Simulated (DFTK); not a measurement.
# MgS (Niningerite) (Fm-3m) in DFTK: a series of runs

One crystal, MgS (Niningerite), is run at these levels: LDA, PBEsol; tasks: single point, band structure.

Everything below comes from runs of DFTK 0.8.2. Logs are shortened: lines on timing, memory, paths and dates and some standing lists are left out, and cuts for length are marked.

## (1) Starting point

Symmetry: Fm-3m, No. 225, cubic system. Conventional cell: a = 5.203 Å, b = 5.203 Å, c = 5.203 Å, α = 90.00°, β = 90.00°, γ = 90.00°. Around S (site symmetry m-3m) lie 6 Mg at 2.60 Å. Mg (site symmetry m-3m) has 6 S at 2.60 Å as nearest neighbours.

## (2) Single point, LDA, 16.55 Å³/atom (volume scaled by 0.94)

Contents of run.jl:

```julia
using DFTK
using PseudoPotentialData
using Unitful, UnitfulAtomic
using LinearAlgebra, Printf
include("save.jl")
disable_threading()

# lattice vectors are the columns
lattice = austrip(1u"Å") * [           0.0        2.60165        2.60165;
                  2.60165            0.0        2.60165;
                  2.60165        2.60165            0.0]
symbols   = [:S, :Mg]
positions = [[0.5, 0.5, 0.5],
             [0.0, 0.0, 0.0]]
pseudopotentials = PseudoFamily("cp2k.nc.sr.lda.v0_1.largecore.gth")
elements = Dict(s => ElementPsp(s, pseudopotentials) for s in unique(symbols))
atoms    = [elements[s] for s in symbols]

build_model(lattice, positions; symmetries=true) =
    model_DFT(lattice, atoms, positions;
              functionals=LDA(),
              temperature=austrip(0.05u"eV"),
              smearing=Smearing.FermiDirac(),
              symmetries)
Ecut  = 41.0  # hartree
kgrid = [8, 8, 8]
tol   = 1e-6
to_GPa = ustrip(uconvert(u"GPa", 1u"hartree/bohr^3"))

results["points"] = []
for scale in [0.94, 0.96, 0.98, 1.0, 1.02, 1.04, 1.06]
    println("\n=== scale = ", scale)
    model = build_model(cbrt(scale) * lattice, positions)
    basis = PlaneWaveBasis(model; Ecut, kgrid)
    t0 = time()
    scfres = self_consistent_field(basis;
                                   tol,
                                   nbandsalg=AdaptiveBands(model; n_bands_converge=9))
    seconds = time() - t0
    @printf "SCF: %d iterations, %.1f s\n" scfres.n_iter seconds
    forces = compute_forces_cart(scfres)
    stress = compute_stresses_cart(scfres)
    @printf "V = %.5f Å^3  F = %.8f Ha  max force = %.5f eV/Å  p = %.4f GPa\n" ustrip(auconvert(u"Å^3", model.unit_cell_volume)) scfres.energies.total ustrip(auconvert(u"eV/Å", maximum(norm, forces))) (-tr(stress) / 3 * to_GPa)
    push!(results["points"], save_scf!(scfres; forces, stress, d=Dict{String,Any}("seconds" => seconds, "n_matvec" => get(scfres, :n_matvec, 0))))
end

# third-order Birch-Murnaghan fit in x = V^(-2/3)
V = [0.94, 0.96, 0.98, 1.0, 1.02, 1.04, 1.06] * abs(det(lattice))
E = [p["total"] for p in results["points"]]
x = V .^ (-2 / 3)
c = [x .^ 0 x x .^ 2 x .^ 3] \ E
Δ = c[3]^2 - 3c[2] * c[4]
if Δ > 0
    x0 = (-c[3] + sqrt(Δ)) / 3c[4]
    B0 = 4 / 9 * x0^(7 / 2) * (2c[3] + 6c[4] * x0)
    @printf "V0 = %.4f Å^3  B0 = %.2f GPa\n" ustrip(auconvert(u"Å^3", x0^(-3 / 2))) B0 * to_GPa
end
```

Potentials or basis: cp2k.nc.sr.lda.v0_1.largecore.gth (LDA, GTH, large core).

Run with:

```bash
$ julia --threads=1 run.jl  # one pass of the loop, scale = 0.94; save.jl only writes the numbers to a file and isn't shown; printed stress counts tension as positive; times include loading and compiling
```

What it wrote:

```text
=== scale = 0.94
n     Energy            log10(ΔE)   log10(Δρ)   Diag   Δtime
---   ---------------   ---------   ---------   ----   ------
  1   -11.20213485361                   -0.53    5.2    7.33s
  2   -11.25206198207       -1.30       -1.31    2.5    3.84s
  3   -11.25255143706       -3.31       -1.95    2.1    4.00s
  4   -11.25256728522       -4.80       -2.76    1.3    3.33s
  5   -11.25256844647       -5.94       -3.83    2.8    4.19s
  6   -11.25256847712       -7.51       -4.45    3.1    4.71s
  7   -11.25256847763       -9.29       -5.49    2.2    4.10s
  8   -11.25256847765      -10.64       -6.41    3.3    4.80s
SCF: 8 iterations, 36.9 s
V = 33.10583 Å^3  F = -11.25256848 Ha  max force = 0.00000 eV/Å  p = 0.6493 GPa
```

It took 37 s on 1 thread of AMD EPYC 7R43 (Zen 3), shared host.

Results:

| Quantity | Value |
| --- | --- |
| Free energy | -306.1980 eV |
| Pressure | 0.6 GPa |
| Band gap on the k mesh | 2.69 eV, indirect (least direct gap 3.96 eV) |

Caveat: GTH potentials come without recommended cutoffs, and this one wasn't checked for convergence; this set keeps more shells in the core, which shifts pressures and gaps.

## (3) Single point, LDA, 16.91 Å³/atom (volume scaled by 0.96)

run.jl is that of step 2.

Potentials or basis: cp2k.nc.sr.lda.v0_1.largecore.gth (LDA, GTH, large core).

Run with:

```bash
$ julia --threads=1 run.jl  # one pass of the loop, scale = 0.96; save.jl only writes the numbers to a file and isn't shown; printed stress counts tension as positive; times include loading and compiling
```

Run time: 36 s. Hardware: 1 thread of AMD EPYC 7R43 (Zen 3), shared host.

The run converged. Its results:

| Item | Value |
| --- | --- |
| Free energy | -306.1974 eV |
| Pressure | -1.0 GPa |
| Band gap on the k mesh | 2.66 eV, indirect (least direct gap 3.79 eV) |

Caveat: GTH potentials come without recommended cutoffs, and this one wasn't checked for convergence; this set keeps more shells in the core, which shifts pressures and gaps.

## (4) Single point, LDA, 17.26 Å³/atom (volume scaled by 0.98)

run.jl is that of step 3.

Run with:

```bash
$ julia --threads=1 run.jl  # one pass of the loop, scale = 0.98; save.jl only writes the numbers to a file and isn't shown; printed stress counts tension as positive; times include loading and compiling
```

Wall time 37 s (1 thread of AMD EPYC 7R43 (Zen 3), shared host).

The run converged. Its results:

- Free energy: -306.1898 eV
- Pressure: -2.5 GPa
- Band gap on the k mesh: 2.62 eV, indirect (least direct gap 3.62 eV)

Caveat: GTH potentials come without recommended cutoffs, and this one wasn't checked for convergence; this set keeps more shells in the core, which shifts pressures and gaps.

## (5) Single point, LDA, 17.61 Å³/atom

run.jl is that of step 4.

Run with:

```bash
$ julia --threads=1 run.jl  # one pass of the loop, scale = 1.0; save.jl only writes the numbers to a file and isn't shown; printed stress counts tension as positive; times include loading and compiling
```

It took 36 s on 1 thread of AMD EPYC 7R43 (Zen 3), shared host.

It converged, with:

```yaml
Free_energy: -306.1761 eV
Pressure: -3.9 GPa
Band_gap_on_the_k_mesh: 2.59 eV, indirect (least direct gap 3.47 eV)
```

Caveat: GTH potentials come without recommended cutoffs, and this one wasn't checked for convergence; this set keeps more shells in the core, which shifts pressures and gaps.

## (6) Single point, LDA, 17.96 Å³/atom (volume scaled by 1.02)

run.jl is that of step 5.

Potentials or basis: cp2k.nc.sr.lda.v0_1.largecore.gth (LDA, GTH, large core).

Run with:

```bash
$ julia --threads=1 run.jl  # one pass of the loop, scale = 1.02; save.jl only writes the numbers to a file and isn't shown; printed stress counts tension as positive; times include loading and compiling
```

Wall time 36 s (1 thread of AMD EPYC 7R43 (Zen 3), shared host).

It converged, with:

```
Free energy            : -306.1566 eV
Pressure               : -5.1 GPa
Band gap on the k mesh : 2.55 eV, indirect (least direct gap 3.32 eV)
```

Caveat: GTH potentials come without recommended cutoffs, and this one wasn't checked for convergence; this set keeps more shells in the core, which shifts pressures and gaps.

## (7) Single point, LDA, 18.31 Å³/atom (volume scaled by 1.04)

run.jl is that of step 6.

Run with:

```bash
$ julia --threads=1 run.jl  # one pass of the loop, scale = 1.04; save.jl only writes the numbers to a file and isn't shown; printed stress counts tension as positive; times include loading and compiling
```

Run time: 35 s. Hardware: 1 thread of AMD EPYC 7R43 (Zen 3), shared host.

Results (log left out):

* Free energy: -306.1321 eV
* Pressure: -6.2 GPa
* Band gap on the k mesh: 2.51 eV, indirect (least direct gap 3.18 eV)

Caveat: GTH potentials come without recommended cutoffs, and this one wasn't checked for convergence; this set keeps more shells in the core, which shifts pressures and gaps.

## (8) Single point, LDA, 18.67 Å³/atom (volume scaled by 1.06)

run.jl is that of step 7.

Run with:

```bash
$ julia --threads=1 run.jl  # one pass of the loop, scale = 1.06; save.jl only writes the numbers to a file and isn't shown; printed stress counts tension as positive; times include loading and compiling
```

Wall time 36 s (1 thread of AMD EPYC 7R43 (Zen 3), shared host).

Results (log left out):

- Free energy: -306.1031 eV
- Pressure: -7.1 GPa
- Band gap on the k mesh: 2.48 eV, indirect (least direct gap 3.05 eV)

Caveat: GTH potentials come without recommended cutoffs, and this one wasn't checked for convergence; this set keeps more shells in the core, which shifts pressures and gaps.

## (9) Band structure, PBEsol

Contents of run.jl:

```julia
using DFTK
using PseudoPotentialData
using Unitful, UnitfulAtomic
using LinearAlgebra, Printf
include("save.jl")
disable_threading()

lines = readlines("MgS.cif")
tag(name) = parse(Float64, split(only(filter(startswith(name), lines)))[2])
a, b, c = tag.(["_cell_length_a", "_cell_length_b", "_cell_length_c"])
α, β, γ = deg2rad.(tag.(["_cell_angle_alpha", "_cell_angle_beta", "_cell_angle_gamma"]))
cx, cy  = cos(β), (cos(α) - cos(β) * cos(γ)) / sin(γ)
lattice = austrip(1u"Å") * [a b*cos(γ) c*cx; 0 b*sin(γ) c*cy; 0 0 c*sqrt(1 - cx^2 - cy^2)]
sites     = split.(lines[findlast(startswith("_atom_site_"), lines)+1:end])
symbols   = [Symbol(s[2]) for s in sites]
positions = [parse.(Float64, s[5:7]) for s in sites]
pseudopotentials = PseudoFamily("cp2k.nc.sr.pbe.v0_1.largecore.gth")
elements = Dict(s => ElementPsp(s, pseudopotentials) for s in unique(symbols))
atoms    = [elements[s] for s in symbols]

build_model(lattice, positions; symmetries=true) =
    model_DFT(lattice, atoms, positions;
              functionals=PBEsol(),
              temperature=austrip(0.05u"eV"),
              smearing=Smearing.FermiDirac(),
              symmetries)
Ecut  = 41.0  # hartree
kgrid = [9, 9, 9]
tol   = 1e-6
to_GPa = ustrip(uconvert(u"GPa", 1u"hartree/bohr^3"))

model = build_model(lattice, positions)
basis = PlaneWaveBasis(model; Ecut, kgrid)
display(basis)
scfres = self_consistent_field(basis;
                               tol,
                               nbandsalg=AdaptiveBands(model; n_bands_converge=9))
display(scfres.energies)
@printf "Fermi level: %.6f eV\n" ustrip(auconvert(u"eV", something(scfres.εF, NaN)))
forces = compute_forces_cart(scfres)
println("Forces (eV/Å)")
for (s, f) in zip(symbols, forces)
    @printf "%-3s %12.6f %12.6f %12.6f\n" s ustrip.(auconvert.(u"eV/Å", f))...
end
stress = compute_stresses_cart(scfres)
println("Stress (GPa)")
display(round.(stress * to_GPa; digits=4))
println("Levels at the first k-point (eV): ", round.(ustrip.(auconvert.(u"eV", scfres.eigenvalues[1][1:scfres.n_bands_converge])); digits=4))
save_scf!(scfres; forces, stress)

points = Dict("G" => [0.0, 0.0, 0.0], "K" => [0.375, 0.375, 0.75], "L" => [0.5, 0.5, 0.5], "U" => [0.625, 0.25, 0.625], "W" => [0.5, 0.25, 0.75], "X" => [0.5, 0.0, 0.5])
segments = [("G", "X", 7), ("X", "W", 4), ("W", "K", 3), ("K", "G", 7), ("G", "L", 6), ("L", "U", 4), ("U", "W", 3), ("W", "L", 5), ("L", "K", 4), ("U", "X", 3)]
kcoords = vcat([[points[a] + t * (points[b] - points[a]) for t in range(0, 1, n)] for (a, b, n) in segments]...)
bands = compute_bands(scfres, ExplicitKpoints(kcoords); n_bands=11, tol=1e-5)
for (k, ε) in zip(bands.basis.kpoints, bands.eigenvalues)
    @printf "%d %8.4f %8.4f %8.4f " k.spin k.coordinate...
    println(join([@sprintf("%9.4f", e) for e in ustrip.(auconvert.(u"eV", ε .- scfres.εF))]))
end
results["band_energies"] = rows(bands.eigenvalues); results["band_kpoints"] = rows(kcoords)
```

Contents of MgS.cif:

```cif
data_MgS
_cell_length_a 3.67928871
_cell_length_b 3.67928871
_cell_length_c 3.67928871
_cell_angle_alpha 60.00000000
_cell_angle_beta 60.00000000
_cell_angle_gamma 60.00000000
_space_group_name_H-M_alt 'P1'
_space_group_name_Hall 'P 1'
_space_group_IT_number 1
loop_
_space_group_symop_operation_xyz
'x,y,z'
loop_
_atom_site_label
_atom_site_type_symbol
_atom_site_symmetry_multiplicity
_atom_site_Wyckoff_symbol
_atom_site_fract_x
_atom_site_fract_y
_atom_site_fract_z
_atom_site_occupancy
S1 S 1 a 0.5000000000 0.5000000000 0.5000000000 1
Mg1 Mg 1 a 0.0000000000 0.0000000000 0.0000000000 1
```

Potentials or basis: cp2k.nc.sr.pbe.v0_1.largecore.gth (PBE, GTH, large core).

Run with:

```bash
$ julia --threads=1 run.jl  # save.jl only writes the numbers to a file and isn't shown; printed stress counts tension as positive; times include loading and compiling
```

What it wrote:

```text
PlaneWaveBasis discretization:

    Ecut                 : 41.0 Ha
    fft_size             : (45, 45, 45), 91125 total points
    kgrid                : MonkhorstPack([9, 9, 9])
    num.   red. kpoints  : 729
    num. irred. kpoints  : 35

    Discretized Model(gga_x_pbe_sol+gga_c_pbe_sol, 3D):
        lattice (in Bohr)    : [6.95285   , 3.47642   , 3.47642   ]
                               [0         , 6.02134   , 2.00711   ]
                               [0         , 0         , 5.67698   ]
        unit cell volume     : 237.67 Bohr³

        atoms                : MgS
        pseudopot. family    : PseudoFamily("cp2k.nc.sr.pbe.v0_1.largecore.gth")

        num. electrons       : 8
        spin polarization    : none
        temperature          : 0.0018375 Ha
        smearing             : DFTK.Smearing.FermiDirac()

        terms                : Kinetic()
                               AtomicLocal()
                               AtomicNonlocal()
                               Ewald(nothing)
                               PspCorrection()
                               Hartree()
                               Xc(gga_x_pbe_sol, gga_c_pbe_sol)
                               Entropy()
n     Energy            log10(ΔE)   log10(Δρ)   Diag   Δtime
---   ---------------   ---------   ---------   ----   ------
  1   -11.13246954993                   -0.54    4.6    6.16s
  2   -11.17746033469       -1.35       -1.30    2.4    4.42s
  3   -11.17787462462       -3.38       -1.97    2.1    5.04s
  4   -11.17789004017       -4.81       -2.73    1.7    3.22s
  5   -11.17789128778       -5.90       -3.92    2.4    5.97s
  6   -11.17789131552       -7.56       -4.49    3.7    7.47s
  7   -11.17789131573       -9.68       -5.47    2.1    4.59s
  8   -11.17789131574      -10.96       -6.52    3.3    4.40s
Energy breakdown (in Ha):
    Kinetic             4.3721648
    AtomicLocal         -5.7695100
    AtomicNonlocal      2.2199934
    Ewald               -10.6555517
    PspCorrection       -0.1444023
    Hartree             1.5453776
    Xc                  -2.7459632
    Entropy             -0.0000000

    total               -11.177891315740
Fermi level: 7.054253 eV
Forces (eV/Å)
S      -0.000000    -0.000000     0.000000
Mg     -0.000000     0.000000    -0.000000
Stress (GPa)
3×3 StaticArraysCore.SMatrix{3, 3, Float64, 9} with indices SOneTo(3)×SOneTo(3):
 -0.9241  -0.0     -0.0
  0.0     -0.9241   0.0
  0.0     -0.0     -0.9241
Levels at the first k-point (eV): [-7.074, 5.62, 5.62, 5.62, 9.2221, 13.4652, 13.4652, 13.4652, 15.9351]
1   0.0000   0.0000   0.0000  -14.1283  -1.4343  -1.4343  -1.4343   2.1678   6.4110   6.4110   6.4110   8.8808   8.8808  10.8022
1   0.0833   0.0000   0.0833  -14.0367  -1.9653  -1.5909  -1.5909   2.7753   5.8967   6.7174   6.7174   7.8102   8.9979  11.6130
1   0.1667   0.0000   0.1667  -13.7744  -2.9917  -1.9736  -1.9736   3.8142   4.9340   6.3829   7.5255   7.5255   9.3396  12.6000
1   0.2500   0.0000   0.2500  -13.3818  -4.0215  -2.4192  -2.4192   3.5197   4.0372   6.6687   8.6182   8.6182   9.8720  13.8100
1   0.3333   0.0000   0.3333  -12.9371  -4.8881  -2.8029  -2.8029   2.4047   3.3565   8.1761   9.8317   9.8317  10.5158  15.2188
1   0.4167   0.0000   0.4167  -12.5654  -5.4861  -3.0550  -3.0550   1.5929   2.9376   9.6790  11.0520  11.0520  11.1022  14.8651
[... 38 lines left out ...]
1   0.5625   0.1250   0.5625  -12.4066  -5.5763  -3.7160  -3.0567   1.7383   3.4481   9.7059   9.7430  11.2568  13.3798  13.7077
1   0.5000   0.0000   0.5000  -12.4164  -5.7047  -3.1423  -3.1423   1.3056   2.7967  10.4064  11.3552  11.7916  11.7916  14.0758
```

It took 78 s on 1 thread of Intel Xeon 6975P-C (Granite Rapids), shared host; peak memory 1.7 GiB.

Results:

| Quantity | Value |
| --- | --- |
| Free energy | -304.1659 eV |
| Pressure | 0.9 GPa |
| Band gap on the k mesh | 2.87 eV, indirect (least direct gap 3.60 eV) |
| Band gap along the path | 2.74 eV, indirect (least direct gap 3.60 eV) |

Levels at the corners of the path, in eV from the valence-band top:
| point | band 2 | band 3 | band 4 | band 5 | band 6 | band 7 |
| --- | --- | --- | --- | --- | --- | --- |
| Γ | 0.00 | 0.00 | 0.00 | 3.60 | 7.85 | 7.85 |
| X | -4.27 | -1.71 | -1.71 | 2.74 | 4.23 | 11.84 |
| W | -3.29 | -3.29 | -2.38 | 5.24 | 7.81 | 7.81 |
| K | -3.76 | -3.23 | -1.38 | 3.84 | 6.59 | 9.62 |
| Γ | 0.00 | 0.00 | 0.00 | 3.60 | 7.85 | 7.85 |
| L | -4.89 | -0.59 | -0.59 | 4.37 | 6.80 | 6.80 |
| U | -3.76 | -3.23 | -1.38 | 3.84 | 6.59 | 9.62 |
| W | -3.29 | -3.29 | -2.38 | 5.24 | 7.81 | 7.81 |
| L | -4.89 | -0.59 | -0.59 | 4.37 | 6.80 | 6.80 |
| K | -3.76 | -3.23 | -1.38 | 3.84 | 6.59 | 9.62 |
| U | -3.76 | -3.23 | -1.38 | 3.84 | 6.59 | 9.62 |
| X | -4.27 | -1.71 | -1.71 | 2.74 | 4.23 | 11.84 |

Caveat: GTH potentials come without recommended cutoffs, and this one wasn't checked for convergence; the potentials were made for another functional, which shifts forces and pressure; this set keeps more shells in the core, which shifts pressures and gaps; the mesh misses the band edges, which the band path finds closer together. PBEsol gaps usually lie below the measured ones, often by a third to a half.

## (10) For comparison

An earlier run on the cell as given: functional PBEsol; potentials or basis dojo.nc.sr.pbesol.v0_4_1.standard.upf (PBEsol); cutoff 1143 eV; k mesh 9 × 9 × 9; occupations fermi-dirac, width 0.05 eV; no spin polarisation.

* Pressure: -0.9 GPa
* Band gap on the k mesh: 2.83 eV, indirect (least direct gap 3.59 eV)
